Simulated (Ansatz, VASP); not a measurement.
# Ti: VASP beside Ansatz

```
Ti
1.0
    -1.62999    1.62999    1.62999
     1.62999   -1.62999    1.62999
     1.62999    1.62999   -1.62999
Ti
1
Direct
  0.00000 0.00000 0.00000
```

Change from the starting cell: volume scaled by 0.98, crystal datasets.

Alike in both runs: task electric field gradients; functional PBEsol; k mesh 14 × 14 × 14; occupations fermi-dirac, width 0.05 eV; no spin polarisation.

|  | VASP | Ansatz |
| --- | --- | --- |
| version | VASP 6.6.1 | Ansatz 0.2.0 |
| potentials or method | VASP PAW PBE potentials, release 64 (Ti_sv), cutoff 520 eV | all-electron PAW with datasets made for the crystal, scalar-relativistic |

|  | VASP | Ansatz | Ansatz less VASP |
| --- | --- | --- | --- |
| pressure (GPa) | -5.0 | -4.8 | +0.20 |
| Vzz of the field gradient on the site that differs most (V/Å²) | 0.0 | 0.0 | 0.00 |

Ansatz ran all-electron here, so the differences hold the error of VASP's frozen core and of both bases.

Caveats: the PAW data sets were made with another functional, which shifts forces and pressure a little (VASP).
